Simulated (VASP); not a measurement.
# H (I4/mmm) in VASP: further runs

Runs on H. Level: PBE. Tasks: single point.

All numbers are computed with VASP 6.6.1; they aren't measurements. Logs are shortened: lines on timing, memory, paths and dates and some standing lists are left out, and cuts for length are marked.

### 1 The crystal as given

The structure is tetragonal, space group I4/mmm (No. 139). Conventional cell: a = 3.383 Å, b = 3.383 Å, c = 4.117 Å, α = 90.00°, β = 90.00°, γ = 90.00°. H (site symmetry 4mm) is surrounded by 1 H at 0.74 Å.

### 2 Single point, PBE

Contents of INCAR:

```
SYSTEM = H
  PREC = Accurate
  ENCUT = 450
  EDIFF = 1E-6
  ISMEAR = 0
  SIGMA = 0.01
  LREAL = .FALSE.
  LASPH = .TRUE.
  NELM = 100
  ALGO = Normal
  ISIF = 2
  LWAVE = .FALSE.
  LCHARG = .FALSE.
  GGA = PE
  ADDGRID = .FALSE.
```

Contents of KPOINTS:

```
Automatic mesh
0
G
  5 5 5
  0 0 0
```

Contents of POSCAR:

```
H
1.0
   -1.6915344700      1.6915344700      2.0584739900
    1.6915344700     -1.6915344700      2.0584739900
    1.6915344700      1.6915344700     -2.0584739900
H
2
Direct
    0.0901377100      0.0901377100      0.0000000000
    0.9098622900      0.9098622900      0.0000000000
```

Potentials or basis: VASP PAW PBE potentials, release 64 (H).

Run with:

```sh
$ cat potpaw_PBE.64/H/POTCAR > POTCAR
$ mpirun -np 1 vasp_std > vasp.out
```

OUTCAR:

```text
SYSTEM = H
   PREC = Accurate
   ENCUT = 450
   EDIFF = 1E-6
   ISMEAR = 0
   LREAL = .FALSE.
   LASPH = .TRUE.
   NELM = 100
   ISIF = 2
   GGA = PE

 Found     18 irreducible k-points:

 Following reciprocal coordinates:
            Coordinates               Weight
  0.000000  0.000000  0.000000      1.000000
  0.200000 -0.000000  0.000000      8.000000
  0.400000 -0.000000  0.000000      8.000000
  0.200000  0.200000  0.000000      8.000000
  0.400000  0.200000  0.000000     16.000000
 -0.400000  0.200000 -0.000000     16.000000
   k-points           NKPTS =     18   k-points in BZ     NKDIM =     18   number of bands    NBANDS=      5
   number of dos      NEDOS =    301   number of ions     NIONS =      2
   total plane-waves  NPLWV =  13824
   dimension x,y,z NGX =    24 NGY =   24 NGZ =   24
   dimension x,y,z NGXF=    48 NGYF=   48 NGZF=   48
   ions per type =               2
   NGX,Y,Z   is equivalent  to a cutoff of  12.64, 12.64, 12.64 a.u.
   NGXF,Y,Z  is equivalent  to a cutoff of  25.29, 25.29, 25.29 a.u.
 SYSTEM =  H
   PREC   = accura    normal or accurate (medium, high low for compatibility)
   ISTART =      0    job   : 0-new  1-cont  2-samecut
   ICHARG =      2    charge: 1-file 2-atom 10-const
   ISPIN  =      1    spin polarized calculation?
   LNONCOLLINEAR =      F non collinear calculations
   LSORBIT =      F    spin-orbit coupling
   LASPH  =      T    aspherical Exc in radial PAW
   ENCUT  =  450.0 eV  33.07 Ry    5.75 a.u.   5.46  5.46  5.46*2*pi/ulx,y,z
   NELM   =    100;   NELMIN=  2; NELMDL= -5     # of ELM steps
   EDIFF  = 0.1E-05   stopping-criterion for ELM
   LREAL  =      F    real-space projection
   EDIFFG = 0.1E-04   stopping-criterion for IOM
   NSW    =      0    number of steps for IOM
   IBRION =     -1    ionic relax: 0-MD 1-quasi-New 2-CG
   NFREE  =      0    steps in history (QN), initial steepest desc. (CG)
   ISIF   =      2    stress and relaxation
   ISYM   =      2    0-nonsym 1-usesym 2-fastsym
   POTIM  = 0.5000    time-step for ionic-motion
   TEBEG  =    0.0;   TEEND  =   0.0 temperature during run
   PSTRESS=    0.0 pullay stress
   NELECT =       2.0000    total number of electrons
   NUPDOWN=      -1.0000    fix difference up-down
   EMIN   =  10.00;   EMAX   =-10.00  energy-range for DOS
   EFERMI =   0.00;   METHOD = LEGACY
   ISMEAR =     0;   SIGMA  =   0.01  broadening in eV -4-tet -1-fermi 0-gaus
   EFERMI_NEDOS =   21; number of points for ismear=-14 and -15
   IALGO  =     38    algorithm
   IMIX   =      4    mixing-type and parameters
     AMIX     =   0.40;   BMIX     =  1.00
     AMIX_MAG =   1.60;   BMIX_MAG =  1.00
  volume/ion in A,a.u.               =      11.78        79.49
  Fermi-wavevector in a.u.,A,eV,Ry     =   0.719497  1.359653  7.043413  0.517676
  Thomas-Fermi vector in A             =   1.808708
   LORBIT       =      0    0 simple, 1 ext, 2 COOP (PROOUT), +10 PAW based schemes
   GGA     = PE    functional components
   LHFCALC =     F    Hartree Fock is set to
   AEXX    =    0.0000 exact exchange contribution
   IVDW    =     0    specifies the selected vdW correction
   LEPSILON=     F    determine dielectric tensor
   LRPA    =     F    only Hartree local field effects (RPA)
 non-spin polarized calculation
 Gauss-broadening in eV      SIGMA  =   0.01
  energy-cutoff  :      450.00
  volume of cell :       23.56
 maximum number of plane-waves:       522
 NGX is ok and might be reduce to    24
   NGX = 11   NGY = 11   NGZ = 11

 number of electron       2.0000000 magnetization

 Free energy of the ion-electron system (eV)
  ---------------------------------------------------
  ext. energy  EPLUGINS =         0.00000000
  ---------------------------------------------------
  free energy    TOTEN  =        -6.77649191 eV

  energy without entropy =       -6.77649191  energy(sigma->0) =       -6.77649191

 E-fermi :  -8.1839     XC(G=0):  -5.3449

 val. band max:       -8.2790876422   @ k =  -0.4000   0.4000   0.4000
 cond. band min:       1.1958017268   @ k =   0.4000  -0.0000   0.0000
 fundamental gap:      9.4748893690
 Fermi energy:        -8.1839145532

 k-point     1 :       0.0000    0.0000    0.0000
  band No.  band energies     occupation
      1     -10.5215      2.00000
      2       5.4485      0.00000
      3       8.9356      0.00000
      4      15.3798      0.00000
      5      15.3798      0.00000

 k-point     2 :       0.2000   -0.0000    0.0000
  band No.  band energies     occupation
      1     -10.0635      2.00000
      2       3.6390      0.00000
      3       9.4628      0.00000
      4      12.2899      0.00000
      5      13.5468      0.00000

 k-point     3 :       0.4000   -0.0000    0.0000
  band No.  band energies     occupation
      1      -9.1504      2.00000
      2       1.1958      0.00000
      3       9.0045      0.00000
      4      10.7034      0.00000
      5      12.3097      0.00000

 k-point     4 :       0.2000    0.2000    0.0000
  band No.  band energies     occupation
      1      -9.3942      2.00000
      2       2.0581      0.00000
      3       7.9933      0.00000
      4      10.5246      0.00000
      5      13.4609      0.00000

 k-point     5 :       0.4000    0.2000    0.0000
  band No.  band energies     occupation
      1      -8.8032      2.00000
      2       1.4085      0.00000
      3       5.9120      0.00000
      4       9.8306      0.00000
      5      12.3131      0.00000

 k-point     6 :      -0.4000    0.2000   -0.0000
  band No.  band energies     occupation
      1      -9.2549      2.00000
      2       2.5824      0.00000
      3       6.6030      0.00000
      4      10.0639      0.00000
      5      11.7026      0.00000

 [... further k-points ...]

------------------------ aborting loop because EDIFF is reached ----------------------------------------

  FORCE on cell =-STRESS in cart. coord.  units (eV):
  Direction    XX          YY          ZZ          XY          YZ          ZX
  --------------------------------------------------------------------------------------
  -------------------------------------------------------------------------------------
  Total       -0.0125828     -0.0125828      0.1773369      0.0000000     -0.0000000      0.0000000
  in kB       -0.8556961     -0.8556961     12.0598698      0.0000000     -0.0000000      0.0000000
  external PRESSURE =       3.4494925 kB  Pullay stress =       0.0000000 kB

 VOLUME and BASIS-vectors are now :
 -----------------------------------------------------------------------------
  energy-cutoff  :      450.00
  volume of cell :       23.56
      direct lattice vectors                 reciprocal lattice vectors
    -1.691534470  1.691534470  2.058473990     0.000000000  0.295589602  0.242898381
     1.691534470 -1.691534470  2.058473990     0.295589602  0.000000000  0.242898381
     1.691534470  1.691534470 -2.058473990     0.295589602  0.295589602  0.000000000

 POSITION                                       TOTAL-FORCE (eV/Angst)
 -----------------------------------------------------------------------------------
      0.00000      0.00000      0.37109        -0.000000     -0.000000      0.274485
      0.00000      0.00000      3.74586         0.000000      0.000000     -0.274485
 -----------------------------------------------------------------------------------
    total drift:                               -0.000000      0.000000      0.000000

  FREE ENERGIE OF THE ION-ELECTRON SYSTEM (eV)
  ---------------------------------------------------
  free  energy   TOTEN  =        -6.7764919113 eV

  energy  without entropy=       -6.7764919113  energy(sigma->0) =       -6.77649191
```

OSZICAR:

```text
N       E                     dE             d eps       ncg     rms          rms(c)
DAV:   1    -0.693447251838E+01   -0.69345E+01   -0.39923E+02   180   0.221E+02
DAV:   2    -0.734681920113E+01   -0.41235E+00   -0.41235E+00   245   0.167E+01
DAV:   3    -0.734752238587E+01   -0.70318E-03   -0.70318E-03   200   0.708E-01
DAV:   4    -0.734752353132E+01   -0.11455E-05   -0.11455E-05   250   0.312E-02
DAV:   5    -0.734752353312E+01   -0.17977E-08   -0.17982E-08   200   0.952E-04    0.446E+00
DAV:   6    -0.695716298344E+01    0.39036E+00   -0.20666E-01   180   0.215E+00    0.244E+00
DAV:   7    -0.677295303492E+01    0.18421E+00   -0.45893E-01   185   0.341E+00    0.282E-01
DAV:   8    -0.677748540676E+01   -0.45324E-02   -0.91911E-03   180   0.544E-01    0.178E-01
DAV:   9    -0.677647707013E+01    0.10083E-02   -0.24141E-03   180   0.264E-01    0.134E-02
DAV:  10    -0.677648740104E+01   -0.10331E-04   -0.38348E-05   205   0.513E-02    0.433E-03
DAV:  11    -0.677649155363E+01   -0.41526E-05   -0.41643E-06   195   0.176E-02    0.239E-03
DAV:  12    -0.677649191128E+01   -0.35765E-06   -0.10220E-07   135   0.250E-03
   1 F= -.67764919E+01 E0= -.67764919E+01  d E =-.828976E-43
```

It took 1.8 s on 1 thread of Intel Xeon Platinum 8488C (Sapphire Rapids), shared host; peak memory 0.12 GiB.

The run converged, but some of its settings lie outside the range that counts as converged, so its numbers aren't taken as properties of the crystal.

Results:

```yaml
Free_energy: -6.7765 eV
Pressure: 0.3 GPa
Largest_force: 0.274 eV/Å
Band_gap_on_the_k_mesh: 9.47 eV, indirect (least direct gap 10.15 eV)
```

Caveat: the k mesh is coarse (spacing up to 0.53 Å⁻¹), so the values aren't converged; an odd mesh through Γ misses points on the zone boundary, where band edges often lie.

### 3 Single point, PBE

INCAR is that of step 2.

KPOINTS is that of step 2.

Contents of POSCAR:

```
H
1.0
   -1.6915344700      1.6915344700      2.0584739900
    1.6915344700     -1.6915344700      2.0584739900
    1.6915344700      1.6915344700     -2.0584739900
H
2
Direct
    0.0961830000      0.0949540000      0.0224580000
    0.9170920000      0.8909110000      0.0100700000
```

Potentials or basis: VASP PAW PBE potentials, release 64 (H).

Run with:

```sh
$ cat potpaw_PBE.64/H/POTCAR > POTCAR
$ mpirun -np 1 vasp_std > vasp.out
```

Run time: 2.9 s. Hardware: 1 thread of Intel Xeon Platinum 8488C (Sapphire Rapids), shared host; peak memory 0.12 GiB.

These settings aren't checked as converged: the numbers below hold their error.

Results:

```
Free energy            : -6.7732 eV
Pressure               : -1.0 GPa
Largest force          : 0.523 eV/Å
Band gap on the k mesh : 9.07 eV, indirect (least direct gap 9.76 eV)
```

Caveat: the k mesh is coarse (spacing up to 0.53 Å⁻¹), so the values aren't converged; an odd mesh through Γ misses points on the zone boundary, where band edges often lie.
